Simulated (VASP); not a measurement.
# Te2Mo in VASP: notebook, part 2 of 2

VASP 6.6.1.

## Step 4: Relaxation of cell and atoms, PBE

File INCAR:

```
SYSTEM = Te2Mo
ALGO = Normal ; EDIFF = 1E-6
EDIFFG = -0.01 ; ENCUT = 600
GGA = PE ; IBRION = 2
ISIF = 3 ; ISMEAR = -1
LASPH = .TRUE. ; LCHARG = .FALSE.
LREAL = .FALSE. ; LWAVE = .FALSE.
NELM = 60 ; NSW = 40
PREC = Accurate ; SIGMA = 0.05
```

File KPOINTS:

```
k-points
0
G
  3 6 1
  0 0 0
```

File POSCAR:

```
Te2Mo
1.0
    6.3616090156      0.0000000000      0.0000000000
    0.0000000000      3.4804030600      0.0000000000
   -0.0857412231      0.0000000000     36.1758904685
Te Mo
4 2
Direct
    0.4292511000      0.7500000000      0.5407035800
    0.5707489000      0.2500000000      0.4592964200
    0.9208478700      0.2500000000      0.5565273200
    0.0791521300      0.7500000000      0.4434726800
    0.1813475600      0.2500000000      0.4974653700
    0.8186524400      0.7500000000      0.5025346300
```

Potentials or basis: VASP PAW PBE potentials, release 54 (Te, Mo_sv).

Started as:

```console
$ cat potpaw_PBE.54/Te/POTCAR potpaw_PBE.54/Mo_sv/POTCAR > POTCAR
$ mpirun -np 1 vasp_std > vasp.out
```

OUTCAR:

```text
SYSTEM = Te2Mo
   EDIFF = 1E-6
   EDIFFG = -0.01
   ENCUT = 600
   GGA = PE
   IBRION = 2
   ISIF = 3
   ISMEAR = -1
   LASPH = .TRUE.
   LREAL = .FALSE.
   NELM = 60
   NSW = 40
   PREC = Accurate

 ion  position               nearest neighbor table
   1  0.429  0.750  0.541-   5 2.82   5 2.82   6 2.84   2 3.54   2 3.54   3 3.62   3 3.62
   2  0.571  0.250  0.459-   6 2.82   6 2.82   5 2.84   1 3.54   1 3.54   4 3.62   4 3.62
   3  0.921  0.250  0.557-   6 2.69   6 2.69   5 2.71   1 3.62   1 3.62
   4  0.079  0.750  0.443-   5 2.69   5 2.69   6 2.71   2 3.62   2 3.62
   5  0.181  0.250  0.497-   4 2.69   4 2.69   3 2.71   1 2.82   1 2.82   2 2.84   6 2.90   6 2.90

   6  0.819  0.750  0.503-   3 2.69   3 2.69   4 2.71   2 2.82   2 2.82   1 2.84   5 2.90   5 2.90

  LATTYP: Found a simple monoclinic cell.
 ALAT       =     6.3616090156
 B/A-ratio  =     0.5470947761
 C/A-ratio  =     5.6866104138
 COS(beta)  =    -0.0023701139

  Lattice vectors:

 A1 = (   6.3616090156,   0.0000000000,   0.0000000000)
 A2 = (   0.0000000000,   3.4804030600,   0.0000000000)
 A3 = (  -0.0857412231,   0.0000000000,  36.1758904685)

Analysis of symmetry for initial positions (statically):
=====================================================================
 Subroutine PRICEL returns:
 Original cell was already a primitive cell.

 Routine SETGRP: Setting up the symmetry group for a
 simple monoclinic supercell.

 Subroutine GETGRP returns: Found  4 space group operations
 (whereof  2 operations were pure point group operations)
 out of a pool of  4 trial point group operations.

The static configuration has the point symmetry S_2 .
 The point group associated with its full space group is C_2h.

Analysis of symmetry for dynamics (positions and initial velocities):
=====================================================================
 Subroutine PRICEL returns:
 Original cell was already a primitive cell.

[... 121 lines left out ...]
  Fermi-wavevector in a.u.,A,eV,Ry     =   0.657967  1.243377  5.890240  0.432920
  Thomas-Fermi vector in A             =   1.729641
   LORBIT       =      0    0 simple, 1 ext, 2 COOP (PROOUT), +10 PAW based schemes
   GGA     = PE    functional components
   LHFCALC =     F    Hartree Fock is set to
   AEXX    =    0.0000 exact exchange contribution
   IVDW    =     0    specifies the selected vdW correction
   LEPSILON=     F    determine dielectric tensor
   LRPA    =     F    only Hartree local field effects (RPA)
 conjugate gradient relaxation of ions
 non-spin polarized calculation
  energy-cutoff  :      600.00
  volume of cell :      800.97
 maximum number of plane-waves:     26820
 NGX is ok and might be reduce to    54
   NGX = 25   NGY = 13   NGZ =145

--------------------------------------- Ionic step        1  -------------------------------------------

 number of electron      52.0000000 magnetization

 Free energy of the ion-electron system (eV)
  ---------------------------------------------------
  ext. energy  EPLUGINS =         0.00000000
  ---------------------------------------------------
  free energy    TOTEN  =       -35.97381743 eV

  energy without entropy =      -35.96464654  energy(sigma->0) =      -35.96923198

------------------------ aborting loop because EDIFF is reached ----------------------------------------

  FORCE on cell =-STRESS in cart. coord.  units (eV):
  Direction    XX          YY          ZZ          XY          YZ          ZX
  --------------------------------------------------------------------------------------
  -------------------------------------------------------------------------------------
  Total        0.4414911     -0.0239192      1.4098027      0.0000000      0.0000000      0.0077578
  in kB        0.8831141     -0.0478455      2.8200265      0.0000000      0.0000000      0.0155179
  external PRESSURE =       1.2184317 kB  Pullay stress =       0.0000000 kB
[... 101 lines left out ...]
  FREE ENERGIE OF THE ION-ELECTRON SYSTEM (eV)
  ---------------------------------------------------
  free  energy   TOTEN  =       -35.9799556547 eV

  energy  without entropy=      -35.9709653499  energy(sigma->0) =      -35.97546050

[... ionic steps 4 to 9 ...]

--------------------------------------- Ionic step       10  -------------------------------------------

 number of electron      51.9999997 magnetization

------------------------ aborting loop because EDIFF is reached ----------------------------------------
[... 75 lines left out ...]
--------------------------------------- Ionic step       12  -------------------------------------------

 number of electron      51.9999997 magnetization

 Free energy of the ion-electron system (eV)
  ---------------------------------------------------
  ext. energy  EPLUGINS =         0.00000000
  ---------------------------------------------------
  free energy    TOTEN  =       -35.98202626 eV

  energy without entropy =      -35.97321636  energy(sigma->0) =      -35.97762131

 E-fermi :  -2.1961     XC(G=0):  -2.3138

 val. band max:       -2.5030602336   @ k =   0.0000   0.0000   0.0000
 cond. band min:      -2.1946614433   @ k =   0.0000   0.1667   0.0000
 fundamental gap:      0.3083987903
 Fermi energy:        -2.1960904071

 k-point     1 :       0.0000    0.0000    0.0000
  band No.  band energies     occupation
      1     -63.2155      2.00000
      2     -63.1566      2.00000
      3     -37.4572      2.00000
      4     -37.3992      2.00000
      5     -37.3500      2.00000
      6     -37.2348      2.00000
[... 294 lines left out ...]
  FREE ENERGIE OF THE ION-ELECTRON SYSTEM (eV)
  ---------------------------------------------------
  free  energy   TOTEN  =       -35.9820262553 eV

  energy  without entropy=      -35.9732163588  energy(sigma->0) =      -35.97762131

 reached required accuracy - stopping structural energy minimisation
```

It took 53 min on 1 thread of Intel Xeon Platinum 8375C at 2.90GHz (Ice Lake), shared host; peak memory 1.1 GiB.

Results:

```yaml
Free_energy: -35.9820 eV
Relaxed_volume: 133.77 Å³/atom
Relaxed_cell: a = 6.369 Å, b = 3.463 Å, c = 36.394 Å, α = 90.00°, β = 90.06°, γ = 90.00°
Space_group_after_relaxing_to_0.05_Å: P2_1/m (No. 11)
Energy_gained_by_relaxing: 1.4 meV/atom
Ionic_steps: 12
Largest_force_after_relaxing: 0.008 eV/Å
Band_gap_on_the_k_mesh: none (metal or under the smearing width)
```

Forces in eV/Å, atoms in the order of the input:
```
Te   0.003  0.000  0.008
Te  -0.003  0.000 -0.008
Te  -0.001  0.000  0.004
Te   0.001  0.000 -0.004
Mo  -0.002  0.000  0.007
Mo   0.002  0.000 -0.007
```

The path:
| step | energy change (eV) | largest force (eV/Å) | pressure (GPa) | volume (Å³) |
| --- | --- | --- | --- | --- |
| 1 | 0.0000 | 0.2737 | 0.12 | 800.97 |
| 2 | 0.0016 | 0.2590 | -0.25 | 812.77 |
| 3 | -0.0061 | 0.0492 | -0.06 | 806.47 |
| 4 | -0.0080 | 0.0267 | 0.00 | 803.14 |
| 5 | -0.0080 | 0.0251 | 0.00 | 802.83 |
| 6 | -0.0080 | 0.0255 | 0.01 | 802.90 |
| 7 | -0.0080 | 0.0262 | 0.00 | 803.02 |
| 8 | -0.0081 | 0.0156 | 0.00 | 803.15 |
| 9 | -0.0081 | 0.0183 | -0.01 | 803.21 |
| 10 | -0.0082 | 0.0199 | 0.01 | 802.56 |
| 11 | -0.0082 | 0.0194 | 0.01 | 802.53 |
| 12 | -0.0082 | 0.0081 | 0.00 | 802.62 |

Final structure:
```cif
data_structure
_symmetry_space_group_name_H-M 'P 1'
_symmetry_Int_Tables_number 1
_cell_length_a 6.3690
_cell_length_b 3.4627
_cell_length_c 36.3939
_cell_angle_alpha 90.000
_cell_angle_beta 90.063
_cell_angle_gamma 90.000
_cell_volume 802.62
loop_
_atom_site_label
_atom_site_type_symbol
_atom_site_fract_x
_atom_site_fract_y
_atom_site_fract_z
_atom_site_occupancy
Te1 Te 0.43049 0.75000 0.54080 1
Te2 Te 0.56951 0.25000 0.45920 1
Te3 Te 0.92008 0.25000 0.55680 1
Te4 Te 0.07992 0.75000 0.44320 1
Mo1 Mo 0.18102 0.25000 0.49751 1
Mo2 Mo 0.81898 0.75000 0.50249 1
```

Levels at points of the mesh, in eV from the Fermi level:
| k point | band 23 | band 24 | band 25 | band 26 | band 27 | band 28 | band 29 | band 30 |
| --- | --- | --- | --- | --- | --- | --- | --- | --- |
| (0.00, 0.00, 0.00) | -0.97 | -0.53 | -0.31 | 0.27 | 0.66 | 1.14 | 1.67 | 2.08 |
| (0.00, 0.50, 0.00) | -1.59 | -1.59 | -1.40 | -1.40 | 1.19 | 1.19 | 1.47 | 1.47 |

Caveat: without dispersion, layers of such crystals drift apart on relaxing, which shifts levels and gaps; volumes and pressures include the vacuum.

## Step 5: Single point, PBE

File INCAR:

```
SYSTEM = Te2Mo
PREC = Accurate
ENCUT = 520
EDIFF = 1E-6
ISMEAR = 0
SIGMA = 0.012
LREAL = .False.
LASPH = .True.
NELM = 80
ALGO = Normal
ISIF = 2
LWAVE = .False.
LCHARG = .False.
GGA = PE
```

File KPOINTS:

```
Automatic mesh
0
Gamma
  4 8 1
  0 0 0
```

POSCAR is that of step 4.

Potentials or basis: VASP PAW PBE potentials, release 64 (Te, Mo_sv).

Started as:

```console
$ cat potpaw_PBE.64/Te/POTCAR potpaw_PBE.64/Mo_sv/POTCAR > POTCAR
$ mpirun -np 1 vasp_std > vasp.out
```

It took 14 min on 1 thread of Intel Xeon Platinum 8259CL at 2.50GHz (Skylake/Cascade Lake), shared host; peak memory 0.92 GiB.

The run converged. Its results:

* Free energy: -35.9588 eV
* Largest force: 0.260 eV/Å
* Band gap on the k mesh: none (metal or under the smearing width)

Forces in eV/Å, atoms in the order of the input:
```
Te   0.046  0.000  0.077
Te  -0.046  0.000 -0.077
Te  -0.016  0.000  0.260
Te   0.016  0.000 -0.260
Mo   0.069  0.000  0.020
Mo  -0.069  0.000 -0.020
```

Levels at points of the mesh, in eV from the Fermi level:
| k point | band 23 | band 24 | band 25 | band 26 | band 27 | band 28 | band 29 | band 30 |
| --- | --- | --- | --- | --- | --- | --- | --- | --- |
| (0.00, 0.00, 0.00) | -0.94 | -0.59 | -0.30 | 0.17 | 0.65 | 1.07 | 1.72 | 2.12 |
| (0.50, 0.00, 0.00) | -1.24 | -0.80 | -0.78 | -0.66 | 0.11 | 1.08 | 1.47 | 1.82 |
| (0.00, 0.50, 0.00) | -1.59 | -1.59 | -1.39 | -1.39 | 1.18 | 1.18 | 1.45 | 1.45 |
| (0.50, 0.50, 0.00) | -1.71 | -1.71 | -0.84 | -0.84 | 1.10 | 1.10 | 1.90 | 1.90 |

The run has no spin-orbit coupling, so splittings on Te are missing.

## Step 6: Single point, PBE

File INCAR:

```
PREC = Accurate
ENCUT = 520
EDIFF = 1E-7
ISMEAR = 0
SIGMA = 0.014
LREAL = False
LASPH = True
NELM = 60
ALGO = Fast
ISIF = 2
LWAVE = False
LCHARG = False
GGA = PE
NBANDS = 35
```

File KPOINTS:

```
regular mesh
0
Gamma
  4 8 1
```

POSCAR is that of step 5.

Potentials or basis: VASP PAW PBE potentials, release 64 (Te, Mo_sv).

Started as:

```console
$ cat potpaw_PBE.64/Te/POTCAR potpaw_PBE.64/Mo_sv/POTCAR > POTCAR
$ mpirun -np 1 vasp_std > vasp.out
```

OUTCAR:

```text
PREC = Accurate
   ENCUT = 520
   EDIFF = 1E-7
   ISMEAR = 0
   LREAL = False
   LASPH = True
   NELM = 60
   ISIF = 2
   GGA = PE

 ion  position               nearest neighbor table
   1  0.429  0.750  0.541-   5 2.82   5 2.82   6 2.84   2 3.54   2 3.54   3 3.62   3 3.62
   2  0.571  0.250  0.459-   6 2.82   6 2.82   5 2.84   1 3.54   1 3.54   4 3.62   4 3.62
   3  0.921  0.250  0.557-   6 2.69   6 2.69   5 2.71   1 3.62   1 3.62
   4  0.079  0.750  0.443-   5 2.69   5 2.69   6 2.71   2 3.62   2 3.62
   5  0.181  0.250  0.497-   4 2.69   4 2.69   3 2.71   1 2.82   1 2.82   2 2.84   6 2.90   6 2.90

   6  0.819  0.750  0.503-   3 2.69   3 2.69   4 2.71   2 2.82   2 2.82   1 2.84   5 2.90   5 2.90

  LATTYP: Found a simple monoclinic cell.
 ALAT       =     6.3616090156
 B/A-ratio  =     0.5470947761
 C/A-ratio  =     5.6866104138
 COS(beta)  =    -0.0023701139

  Lattice vectors:

 A1 = (   6.3616090156,   0.0000000000,   0.0000000000)
 A2 = (   0.0000000000,   3.4804030600,   0.0000000000)
 A3 = (  -0.0857412231,   0.0000000000,  36.1758904685)

Analysis of symmetry for initial positions (statically):
=====================================================================
 Subroutine PRICEL returns:
 Original cell was already a primitive cell.

 Routine SETGRP: Setting up the symmetry group for a
 simple monoclinic supercell.

 Subroutine GETGRP returns: Found  4 space group operations
 (whereof  2 operations were pure point group operations)
 out of a pool of  4 trial point group operations.

The static configuration has the point symmetry S_2 .
 The point group associated with its full space group is C_2h.

Analysis of symmetry for dynamics (positions and initial velocities):
=====================================================================
 Subroutine PRICEL returns:
 Original cell was already a primitive cell.

[... 128 lines left out ...]
  Fermi-wavevector in a.u.,A,eV,Ry     =   0.657967  1.243377  5.890240  0.432920
  Thomas-Fermi vector in A             =   1.729641
   LORBIT       =      0    0 simple, 1 ext, 2 COOP (PROOUT), +10 PAW based schemes
   GGA     = PE    functional components
   LHFCALC =     F    Hartree Fock is set to
   AEXX    =    0.0000 exact exchange contribution
   IVDW    =     0    specifies the selected vdW correction
   LEPSILON=     F    determine dielectric tensor
   LRPA    =     F    only Hartree local field effects (RPA)
 non-spin polarized calculation
 RMM-DIIS sequential band-by-band and
 Gauss-broadening in eV      SIGMA  =   0.01
  energy-cutoff  :      520.00
  volume of cell :      800.97
 maximum number of plane-waves:     21707
 NGX is ok and might be reduce to    48
   NGX = 23   NGY = 13   NGZ =135

 number of electron      51.9999996 magnetization

 Free energy of the ion-electron system (eV)
  ---------------------------------------------------
  ext. energy  EPLUGINS =         0.00000000
  ---------------------------------------------------
  free energy    TOTEN  =       -35.95884182 eV

  energy without entropy =      -35.95834816  energy(sigma->0) =      -35.95859499

 E-fermi :  -2.1949     XC(G=0):  -2.3000

 val. band max:       -2.1949246475   @ k =   0.0000   0.1250   0.0000
 cond. band min:      -2.0838384719   @ k =   0.5000   0.0000   0.0000
 fundamental gap:      0.1110861756
 Fermi energy:        -2.1949246475

 k-point     1 :       0.0000    0.0000    0.0000
  band No.  band energies     occupation
      1     -63.2093      2.00000
      2     -63.1518      2.00000
      3     -37.4535      2.00000
      4     -37.4083      2.00000
      5     -37.3461      2.00000
      6     -37.2456      2.00000
[... 559 lines left out ...]
     34       1.2421      0.00000
     35       2.3463      0.00000

------------------------ aborting loop because EDIFF is reached ----------------------------------------

  FORCE on cell =-STRESS in cart. coord.  units (eV):
  Direction    XX          YY          ZZ          XY          YZ          ZX
  --------------------------------------------------------------------------------------
  -------------------------------------------------------------------------------------
  Total        0.5803744      0.1059402      1.2628536      0.0000000      0.0000000      0.0565957
  in kB        1.1609222      0.2119119      2.5260842      0.0000000      0.0000000      0.1132082
  external PRESSURE =       1.2996395 kB  Pullay stress =       0.0000000 kB

 VOLUME and BASIS-vectors are now :
 -----------------------------------------------------------------------------
  energy-cutoff  :      520.00
  volume of cell :      800.97
      direct lattice vectors                 reciprocal lattice vectors
     6.361609016  0.000000000  0.000000000     0.157192936  0.000000000  0.000372566
     0.000000000  3.480403060  0.000000000     0.000000000  0.287323044  0.000000000
    -0.085741223  0.000000000 36.175890469     0.000000000  0.000000000  0.027642720

 POSITION                                       TOTAL-FORCE (eV/Angst)
 -----------------------------------------------------------------------------------
      2.68437      2.61030     19.56043         0.045966      0.000000      0.076661
      3.59150      0.87010     16.61546        -0.045966      0.000000     -0.076661
      5.81036      0.87010     20.13287        -0.016215     -0.000000      0.259752
      0.46551      2.61030     16.04302         0.016215      0.000000     -0.259752
      1.11101      0.87010     17.99625         0.068496      0.000000      0.019782
      5.16486      2.61030     18.17964        -0.068496      0.000000     -0.019782
 -----------------------------------------------------------------------------------
    total drift:                                0.000000     -0.000000     -0.000000

  FREE ENERGIE OF THE ION-ELECTRON SYSTEM (eV)
  ---------------------------------------------------
  free  energy   TOTEN  =       -35.9588418248 eV

  energy  without entropy=      -35.9583481589  energy(sigma->0) =      -35.95859499
```

OSZICAR:

```text
N       E                     dE             d eps       ncg     rms          rms(c)
DAV:   1     0.430615347463E+03    0.43062E+03   -0.21376E+04  1306   0.105E+03
DAV:   2     0.872751079874E+01   -0.42189E+03   -0.41114E+03  1524   0.231E+02
DAV:   3    -0.355562986023E+02   -0.44284E+02   -0.43562E+02  1380   0.715E+01
DAV:   4    -0.372704292681E+02   -0.17141E+01   -0.16901E+01  1516   0.140E+01
[... 17 lines left out ...]
RMM:  22    -0.359588390517E+02   -0.64737E-05   -0.20660E-07   802   0.993E-04    0.355E-04
RMM:  23    -0.359588405687E+02   -0.15170E-05   -0.38430E-08   652   0.549E-04    0.176E-04
RMM:  24    -0.359588414317E+02   -0.86298E-06   -0.27375E-08   534   0.435E-04    0.108E-04
RMM:  25    -0.359588417630E+02   -0.33135E-06   -0.12510E-08   452   0.357E-04    0.346E-05
RMM:  26    -0.359588418248E+02   -0.61791E-07   -0.35527E-09   328   0.302E-04
   1 F= -.35958842E+02 E0= -.35958595E+02  d E =-.493666E-03
```

Wall time 9.5 min (1 thread of Intel Xeon Platinum 8559C (Emerald Rapids), shared host); peak memory 0.94 GiB.

What came out:

| Item | Value |
| --- | --- |
| Free energy | -35.9588 eV |
| Largest force | 0.260 eV/Å |
| Band gap on the k mesh | none (metal or under the smearing width) |

Forces on the atoms (eV/Å):
```
Te   0.046  0.000  0.077
Te  -0.046  0.000 -0.077
Te  -0.016  0.000  0.260
Te   0.016  0.000 -0.260
Mo   0.068  0.000  0.020
Mo  -0.068  0.000 -0.020
```

## Step 7: Overview

| task | potentials or basis | cell | k mesh | cutoff (eV) | smearing | gap on the mesh (eV) | largest force (eV/Å) |
| --- | --- | --- | --- | --- | --- | --- | --- |
| single point | VASP PAW PBE potentials, release 64 (Te, Mo_sv) | as given | 4 × 8 × 1 | 520 | gaussian 0.011 eV | none | 0.26 |
| single point | VASP PAW PBE potentials, release 64 (Te, Mo_sv) | as given | 4 × 8 × 1 | 520 | gaussian 0.015 eV | none | 0.26 |
| relaxation of cell and atoms | VASP PAW PBE potentials, release 54 (Te, Mo_sv) | relaxed | 3 × 6 × 1 | 600 | fermi-dirac 0.05 eV | none | 0.01 |
| single point | VASP PAW PBE potentials, release 64 (Te, Mo_sv) | as given | 4 × 8 × 1 | 520 | gaussian 0.012 eV | none | 0.26 |
| single point | VASP PAW PBE potentials, release 64 (Te, Mo_sv) | as given | 4 × 8 × 1 | 520 | gaussian 0.014 eV | none | 0.26 |

Alike in all rows: level PBE; no spin polarisation.

Caveats: without dispersion, layers of such crystals drift apart on relaxing, which shifts levels and gaps (some runs); volumes and pressures include the vacuum (some runs).

Total energies depend on the potentials used, so only differences within one code and one set of settings carry meaning.
